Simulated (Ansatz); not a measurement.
MgSe (started from an entry of an open crystallographic database), relaxed with r2SCAN, was run in the plane-wave code Ansatz under altered settings. All numbers are computed, without spin polarisation but where a row says otherwise.

```yaml
crystal:
  lattice:
    - [0.00000, 2.73628, 2.73628]
    - [2.73628, 0.00000, 2.73628]
    - [2.73628, 2.73628, 0.00000]
  atoms:
    - { symbol: Mg, position: [0.00000, 0.00000, 0.00000] }
    - { symbol: Se, position: [0.50000, 0.50000, 0.50000] }
```

The base run's other keys:
```yaml
kpoints:
  mp_grid: { grid: [4, 4, 4] }
hamiltonian:
  xc: hse06
scf:
  occupations: { method: fixed }
  n_extra_bands: 4
```

It takes 11 iterations with 821 plane waves at 420 eV and 8 k points, and leaves a mean stress of +0.13 GPa. The gap over this mesh is 2.652 eV. It ran on 4 threads of Arm Neoverse N1, on a shared host.

Outcomes, with energy and stress as changes against the base:
```csv
setting,outcome,ΔF (meV/atom),Δ mean stress (GPa),gap on the mesh (eV),iterations,wall time
"PBE hybrid, exx coeff 0.35, omega 0.5 1/Å",converged,–,+0.1,2.353,11,6.4 s
"PBE hybrid, exx coeff 0.75, unscreened",converged,–,-2.5,6.750,18,7 s
"PBE hybrid, exx coeff 0.5, omega 0.5 1/Å",converged,–,-0.4,2.611,15,7.1 s
"PBE hybrid, exx coeff 0.05, omega 0.2078 1/Å",converged,–,+1.2,1.944,9,5.8 s
scf.mixing.ndim: 2,converged,0.0,0.0,2.652,11,6.2 s
```
A dash marks a value that wasn't obtained or can't be compared. Stress is positive in compression. The base took 6.2 s.

- PBE hybrid, exx coeff 0.35, omega 0.5 1/Å. That is 35 % exact exchange, screened with ω = 0.5 1/Å, against HSE06's 25 % screened at 0.208 1/Å. The mean stress moves by +0.1 GPa and the gap on the mesh by -0.299 eV (to 2.353). Totals of different functionals aren't comparable.
- PBE hybrid, exx coeff 0.75, unscreened. That is 75 % exact exchange, at all ranges, against HSE06's 25 % screened at 0.208 1/Å. The mean stress moves by -2.5 GPa and the gap on the mesh by +4.098 eV (to 6.750). Totals of different functionals aren't comparable.
- PBE hybrid, exx coeff 0.5, omega 0.5 1/Å. That is 50 % exact exchange, screened with ω = 0.5 1/Å, against HSE06's 25 % screened at 0.208 1/Å. The mean stress moves by -0.4 GPa and the gap on the mesh by -0.040 eV (to 2.611). Totals of different functionals aren't comparable.
- PBE hybrid, exx coeff 0.05, omega 0.2078 1/Å. That is 5 % exact exchange, screened with ω = 0.2078 1/Å, against HSE06's 25 % screened at 0.208 1/Å. The mean stress moves by +1.2 GPa and the gap on the mesh by -0.708 eV (to 1.944). Totals of different functionals aren't comparable.

Within 1 meV an atom, 0.1 GPa and 0.005 eV of the base stay: scf.mixing.ndim: 2.

Spin-orbit coupling is left out.

The program warns that its thresholds are loose for a hybrid's stress.

The meshes of the hybrids are coarse, so their gaps aren't converged to the digits shown.
